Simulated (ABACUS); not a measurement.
Runs of ABACUS 3.10.1 on MoSe2. Symmetry: P6_3/mmc, No. 194, hexagonal system. Conventional cell: a = 3.288 Å, b = 3.288 Å, c = 12.900 Å, α = 90.00°, β = 90.00°, γ = 120.00°. Around Mo (site symmetry -6m2) lie 6 Se at 2.49 Å. Around Se (site symmetry 3m) lie 3 Mo at 2.49 Å. 

```tsv
level	gap on the mesh (eV)	pressure (GPa)	largest force (eV/Å)
PBEsol	0.84	(c)	1.15
RPBE	(a)	13.1	1.59
PW91	0.85	10.5	(b)
LDA	0.84	2.6	0.90
```

Alike in all rows: task single point; potentials or basis PseudoDojo NC SR 0.4.1 PBE standard, DZP LCAO (the cutoffs set its grid); no spin polarisation; cell as given; k mesh 9 × 9 × 2; cutoff (eV) 1361; smearing fermi-dirac 0.05 eV.

Question: Fill in the values left out.

Answer: (a) 0.86; (b) 1.46; (c) 5.6.

Caveats: the atomic orbitals were generated for these runs and aren't a published set; the potentials were made for another functional, which shifts forces and pressure; an odd mesh through Γ misses points on the zone boundary, where band edges often lie; the cell's inner coordinates are idealised or old, which leaves forces on the atoms; the basis of atomic orbitals isn't converged, which shifts pressures, moduli and gaps; this functional lacks dispersion, which binds the layers, so the pressure and a relaxed spacing across them are unreliable (some runs).

A k mesh can miss the band edges, and the runs leave out spin-orbit coupling on Mo, Se.

Runs at the PBE level aren't shown here.
